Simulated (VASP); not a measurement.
# Converging a slab model of a few sheets of MoS2, part 4 of 5

How far does the level below the vacuum of a few sheets of MoS2 depend on the numerical settings, and how far on the functional?

VASP 6.6.1, plane waves and PAW; the level of theory is named at each step.

So far, highest filled level below the vacuum (eV): step 2 (the base run, PBE) 5.48; step 11 (a lower cutoff, ENCUT 210, PBE) 5.48; step 12 (a lower cutoff, ENCUT 280, PBE) 5.48; step 13 (another smearing width, SIGMA 0.02, PBE) 5.48; step 15 (another level, functional LDA, disp none) 5.70.

### Step 16. Another level, functional PBEsol, disp none

This step: PBEsol, no spin polarisation; plane waves and PAW (S, Mo) (VASP 6.6.1).

The input, INCAR:

```
SYSTEM = MoS2
PREC = Normal
ENCUT = 350
EDIFF = 1E-06
NELM = 120
ISMEAR = 0
SIGMA = 0.05
LREAL = .FALSE.
ALGO = Normal
GGA = PS
NBANDS = 24
LASPH = .TRUE.
LORBIT = 11
LWAVE = .FALSE.
LCHARG = .FALSE.
KPAR = 4
IDIPOL = 3
LDIPOL = .TRUE.
DIPOL = 0.5 0.5 0.5
LVHAR = .TRUE.
LVACPOTAV = .TRUE.
```

The input, POSCAR:

```
MoS2
1.0
    3.1690000000      0.0000000000      0.0000000000
   -1.5845000000      2.7444345050      0.0000000000
    0.0000000000      0.0000000000     24.2922960000
S Mo
4 2
Direct
    0.3333333330      0.6666666670      0.6912601430
    0.3333333330      0.6666666670      0.5624005240
    0.6666666670      0.3333333330      0.4375994760
    0.6666666670      0.3333333330      0.3087398570
    0.6666666670      0.3333333330      0.6268303330
    0.3333333330      0.6666666670      0.3731696670
```

The input, KPOINTS:

```
Automatic mesh
0
Gamma
9 9 1
0 0 0
```

The projector-augmented-wave data sets are S and Mo (PBE family, release 64).

Started as:

```bash
> mpirun -np 4 vasp_std
```

The program printed:

```text
[banner, memory and clock lines left out]
running    4 mpi-ranks, on    1 nodes
[...]
[... a notice as in an earlier step ...]

 LDA part: xc-table for (Slater+PW92), standard interpolation
 POSCAR, INCAR and KPOINTS ok, starting setup
[...]
entering main loop
       N       E                     dE             d eps       ncg     rms          rms(c)
DAV:   1     0.211893437144E+03    0.21189E+03   -0.11727E+04   576   0.886E+02
DAV:   2    -0.292078229965E+02   -0.24110E+03   -0.23491E+03   880   0.220E+02
DAV:   3    -0.492680787760E+02   -0.20060E+02   -0.19879E+02   760   0.722E+01
DAV:   4    -0.498528747832E+02   -0.58480E+00   -0.58306E+00   856   0.135E+01
[...]
DAV:  21    -0.467604852251E+02   -0.21146E-04   -0.18820E-06   536   0.585E-03    0.472E-03
DAV:  22    -0.467604893309E+02   -0.41058E-05   -0.42440E-07   480   0.443E-03    0.127E-03
DAV:  23    -0.467604896010E+02   -0.27007E-06   -0.75563E-08   400   0.134E-03
 [... a notice as in an earlier step ...]

   1 F= -.46760490E+02 E0= -.46760490E+02  d E =-.449113E-13
```

The job ended after 14 s (4 MPI ranks of AMD EPYC 7R43, shared host; peak memory 0.61 GiB; 52 s of CPU time).

OUTCAR, selected parts (step 16):

```text
  Total       -2.3021335     -2.3021335     -1.6415036      0.0000000      0.0000000      0.0000000
  in kB      -17.4581176    -17.4581176    -12.4482627      0.0000000      0.0000000      0.0000000
  external PRESSURE =     -15.7881660 kB  Pullay stress =       0.0000000 kB

 POSITION                                       TOTAL-FORCE (eV/Angst)
 -----------------------------------------------------------------------------------
     -0.00000      1.82962     16.79230         0.000000     -0.000000     -0.274925
     -0.00000      1.82962     13.66200         0.000000      0.000000      0.269839
      1.58450      0.91481     10.63030        -0.000000     -0.000000     -0.269839
      1.58450      0.91481      7.50000        -0.000000      0.000000      0.274925
      1.58450      0.91481     15.22715         0.000000      0.000000      0.035784
     -0.00000      1.82962      9.06515         0.000000      0.000000     -0.035784
 -----------------------------------------------------------------------------------
    total drift:                                0.000000     -0.000000     -0.000000

  FREE ENERGIE OF THE ION-ELECTRON SYSTEM (eV)
  ---------------------------------------------------
  free  energy   TOTEN  =       -46.7604896010 eV

  energy  without entropy=      -46.7604896010  energy(sigma->0) =      -46.76048960

[... 2 parts as in an earlier step ...]

[... 1 further part left out ...]
[key lines of the parts left out:]
E-fermi :   0.3183
```

The PAW data sets were made with PBE, which is usual practice but a small mismatch for other functionals.

Against the base run its depth below the vacuum changes by +0.02 eV.

### Step 17. Another level, functional RPBE, disp none

This step: RPBE, no spin polarisation; plane waves and PAW (S, Mo) (VASP 6.6.1).

Changes to INCAR since step 16:

```diff
@@ -9,3 +9,3 @@
 ALGO = Normal
-GGA = PS
+GGA = RP
 NBANDS = 24
```

POSCAR is that of step 16.

KPOINTS is that of step 16.

Started as:

```bash
> mpirun -np 4 vasp_std
```

The program printed:

```text
[... set-up lines as in an earlier step ...]
 entering main loop
       N       E                     dE             d eps       ncg     rms          rms(c)
DAV:   1     0.217375861009E+03    0.21738E+03   -0.11729E+04   576   0.886E+02
DAV:   2    -0.228989952021E+02   -0.24027E+03   -0.23334E+03   864   0.219E+02
DAV:   3    -0.433965560537E+02   -0.20498E+02   -0.20277E+02   768   0.723E+01
DAV:   4    -0.440176107273E+02   -0.62105E+00   -0.61842E+00   848   0.137E+01
[...]
DAV:  22    -0.410251440538E+02   -0.14709E-04   -0.14671E-06   560   0.406E-03    0.269E-03
DAV:  23    -0.410251458493E+02   -0.17956E-05   -0.25007E-07   440   0.315E-03    0.111E-03
DAV:  24    -0.410251463677E+02   -0.51839E-06   -0.64100E-08   384   0.119E-03
 [... a notice as in an earlier step ...]

   1 F= -.41025146E+02 E0= -.41025146E+02  d E =-.135143E-11
```

Run time: 14 s. Hardware: 4 MPI ranks; peak memory 0.59 GiB; 52 s of CPU time.

Parts of OUTCAR (step 17):

```text
  Total        2.6219894      2.6219894      2.2459954      0.0000000      0.0000000     -0.0000000
  in kB       19.8837293     19.8837293     17.0323966      0.0000000      0.0000000     -0.0000000
  external PRESSURE =      18.9332851 kB  Pullay stress =       0.0000000 kB

 POSITION                                       TOTAL-FORCE (eV/Angst)
 -----------------------------------------------------------------------------------
     -0.00000      1.82962     16.79230         0.000000      0.000000      0.227439
     -0.00000      1.82962     13.66200         0.000000     -0.000000     -0.003115
      1.58450      0.91481     10.63030        -0.000000      0.000000      0.003115
      1.58450      0.91481      7.50000         0.000000      0.000000     -0.227439
      1.58450      0.91481     15.22715         0.000000     -0.000000      0.046606
     -0.00000      1.82962      9.06515         0.000000     -0.000000     -0.046606
 -----------------------------------------------------------------------------------
    total drift:                                0.000000     -0.000000     -0.000000

  FREE ENERGIE OF THE ION-ELECTRON SYSTEM (eV)
  ---------------------------------------------------
  free  energy   TOTEN  =       -41.0251463677 eV

  energy  without entropy=      -41.0251463677  energy(sigma->0) =      -41.02514637

[... 2 parts as in an earlier step ...]

[... 1 further part left out ...]
[key lines of the parts left out:]
E-fermi :   0.4173
```

Against the base run its depth below the vacuum changes by -0.08 eV.

### Step 18. Another level, functional optB88-vdW, disp nonlocal

This step: optB88-vdW, no spin polarisation; plane waves and PAW (S, Mo) (VASP 6.6.1).

Changes to INCAR since step 17:

```diff
@@ -9,5 +9,9 @@
 ALGO = Normal
-GGA = RP
+GGA = BO
+AGGAC = 0
+LUSE_VDW = .TRUE.
+PARAM1 = 0.1833333333
+PARAM2 = 0.22
+LASPH = .TRUE.
 NBANDS = 24
-LASPH = .TRUE.
 LORBIT = 11
```

POSCAR is that of step 17.

KPOINTS is that of step 17.

Started as:

```bash
> mpirun -np 4 vasp_std
```

The program printed:

```text
[banner, memory and clock lines left out]
running    4 mpi-ranks, on    1 nodes
[...]
|                                                                             |
|               ----> ADVICE to this user running VASP <----                  |
|                                                                             |
|     You have switched on vdW-DFT.                                           |
|     This routine was written and supplied by Jiri Klimes. We recommend      |
|     that you carefully read and cite the following publications:            |
|       J. Klimes, D.R. Bowler, A. Michelides                                 |
|          J. Phys.: Cond Matt. 22 022201 (2010)                              |
|       J. Klimes, D.R. Bowler, A. Michelides                                 |
|          Phys. Rev. B. 83, 195131 (2011)                                    |
|     and references therein.                                                 |
|                                                                             |

 [... a notice as in an earlier step ...]

 LDA part: xc-table for (Slater+PW92), standard interpolation
 POSCAR, INCAR and KPOINTS ok, starting setup
[...]
entering main loop
       N       E                     dE             d eps       ncg     rms          rms(c)
DAV:   1     0.225208329793E+03    0.22521E+03   -0.11679E+04   576   0.885E+02
DAV:   2    -0.131881482964E+02   -0.23840E+03   -0.23152E+03   840   0.217E+02
DAV:   3    -0.346271376806E+02   -0.21439E+02   -0.21211E+02   776   0.734E+01
DAV:   4    -0.352461665371E+02   -0.61903E+00   -0.61589E+00   832   0.137E+01
[...]
DAV:  22    -0.321212794360E+02    0.17922E-04   -0.10519E-05   592   0.298E-02    0.200E-03
DAV:  23    -0.321212883145E+02   -0.88784E-05   -0.46287E-06   512   0.124E-02    0.782E-04
DAV:  24    -0.321212890804E+02   -0.76590E-06   -0.22088E-06   480   0.759E-03
 [... a notice as in an earlier step ...]

   1 F= -.32121289E+02 E0= -.32121289E+02  d E =-.883160E-15
```

Run time: 62 s. Hardware: 4 MPI ranks; peak memory 1.4 GiB.

From OUTCAR (step 18):

```text
  Total        1.7805486      1.7805486      1.7615615      0.0000000      0.0000000      0.0000000
  in kB       13.5027041     13.5027041     13.3587160      0.0000000      0.0000000      0.0000000
  external PRESSURE =      13.4547081 kB  Pullay stress =       0.0000000 kB

 POSITION                                       TOTAL-FORCE (eV/Angst)
 -----------------------------------------------------------------------------------
     -0.00000      1.82962     16.79230         0.000000     -0.000000      0.267582
     -0.00000      1.82962     13.66200         0.000000     -0.000000     -0.261597
      1.58450      0.91481     10.63030         0.000000      0.000000      0.261597
      1.58450      0.91481      7.50000         0.000000      0.000000     -0.267582
      1.58450      0.91481     15.22715        -0.000000      0.000000      0.029580
     -0.00000      1.82962      9.06515         0.000000     -0.000000     -0.029580
 -----------------------------------------------------------------------------------
    total drift:                                0.000000      0.000000     -0.000000

  FREE ENERGIE OF THE ION-ELECTRON SYSTEM (eV)
  ---------------------------------------------------
  free  energy   TOTEN  =       -32.1212890804 eV

  energy  without entropy=      -32.1212890804  energy(sigma->0) =      -32.12128908

[... 2 parts as in an earlier step ...]

[... 1 further part left out ...]
[key lines of the parts left out:]
E-fermi :   0.1921
```

Against the base run its depth below the vacuum changes by +0.26 eV.

### Step 19. Another level, functional r2SCAN, disp none

This step: r2SCAN, no spin polarisation; plane waves and PAW (S, Mo) (VASP 6.6.1).

Changes to INCAR since step 18:

```diff
@@ -9,7 +9,3 @@
 ALGO = Normal
-GGA = BO
-AGGAC = 0
-LUSE_VDW = .TRUE.
-PARAM1 = 0.1833333333
-PARAM2 = 0.22
+METAGGA = R2SCAN
 LASPH = .TRUE.
```

POSCAR is that of step 18.

KPOINTS is that of step 18.

Started as:

```bash
> mpirun -np 4 vasp_std
```

The program printed:

```text
[banner, memory and clock lines left out]
running    4 mpi-ranks, on    1 nodes
[...]
[... a notice as in an earlier step ...]

 LDA part: xc-table for (None), standard interpolation
 POSCAR, INCAR and KPOINTS ok, starting setup
[...]
entering main loop
       N       E                     dE             d eps       ncg     rms          rms(c)
DAV:   1     0.166738513754E+03    0.16674E+03   -0.11923E+04   576   0.898E+02
DAV:   2    -0.781051688203E+02   -0.24484E+03   -0.23889E+03   872   0.223E+02
DAV:   3    -0.982788557129E+02   -0.20174E+02   -0.20006E+02   760   0.732E+01
DAV:   4    -0.988387917819E+02   -0.55994E+00   -0.55817E+00   864   0.133E+01
[...]
DAV:  23    -0.899115466439E+02   -0.21113E-05   -0.13343E-07   408   0.344E-03    0.402E-04
DAV:  24    -0.899115482919E+02   -0.16480E-05   -0.11058E-07   424   0.333E-03    0.373E-04
DAV:  25    -0.899115490458E+02   -0.75390E-06   -0.40060E-08   392   0.191E-03
 [... a notice as in an earlier step ...]

   1 F= -.89911549E+02 E0= -.89911549E+02  d E =-.161712E-14
```

Wall time 42 s (4 MPI ranks); peak memory 0.64 GiB; 2.7 min of CPU time.

Parts of OUTCAR (step 19):

```text
  Total        0.7454664      0.7454664     -0.2236935      0.0000000     -0.0000000     -0.0000000
  in kB        5.6532084      5.6532084     -1.6963688      0.0000000     -0.0000000     -0.0000000
  external PRESSURE =       3.2033494 kB  Pullay stress =       0.0000000 kB

 POSITION                                       TOTAL-FORCE (eV/Angst)
 -----------------------------------------------------------------------------------
     -0.00000      1.82962     16.79230         0.000000      0.000000     -0.094477
     -0.00000      1.82962     13.66200        -0.000000      0.000000      0.175384
      1.58450      0.91481     10.63030        -0.000000     -0.000000     -0.175384
      1.58450      0.91481      7.50000         0.000000      0.000000      0.094477
      1.58450      0.91481     15.22715         0.000000     -0.000000      0.039151
     -0.00000      1.82962      9.06515        -0.000000      0.000000     -0.039151
 -----------------------------------------------------------------------------------
    total drift:                               -0.000000     -0.000000     -0.000000

  FREE ENERGIE OF THE ION-ELECTRON SYSTEM (eV)
  ---------------------------------------------------
  free  energy   TOTEN  =       -89.9115490458 eV

  energy  without entropy=      -89.9115490458  energy(sigma->0) =      -89.91154905

[... 2 parts as in an earlier step ...]

[... 1 further part left out ...]
[key lines of the parts left out:]
E-fermi :   0.2237
```

Against the base run its depth below the vacuum changes by +0.19 eV.

### Step 20. The series together

Times are for 4 MPI ranks of AMD EPYC 7R43, shared host. The runs compared:

| no. | functional | highest filled level below the vacuum (eV) | time | memory (GiB) |
| --- | --- | --- | --- | --- |
| 1 | LDA | 5.700 | 10 s | 0.51 |
| 2 | PBEsol | 5.505 | 14 s | 0.61 |
| 3 | RPBE | 5.402 | 14 s | 0.59 |
| 4 | optB88-vdW | 5.744 | 62 s | 1.4 |
| 5 | r2SCAN | 5.676 | 42 s | 0.64 |

[end of part 4 of 5]

[Lines on the potential files, build, host, timing and source positions are cut from VASP's logs without a mark.]

[Logs are printed without paths, hosts, clocks, repeated set-up lines and the standing remarks that a program may print on its own settings, such as how far it seeks lower states.]

[Hosts, paths, dates, database ids (printed as entryN), source tags and the programs' standing remarks are cut or masked in the printed files.]

[In band tables of VASP the shares of atoms and orbitals are scaled to a sum of 1 inside the atoms' spheres.]

[Runs that stopped without an error message from VASP are left out.]
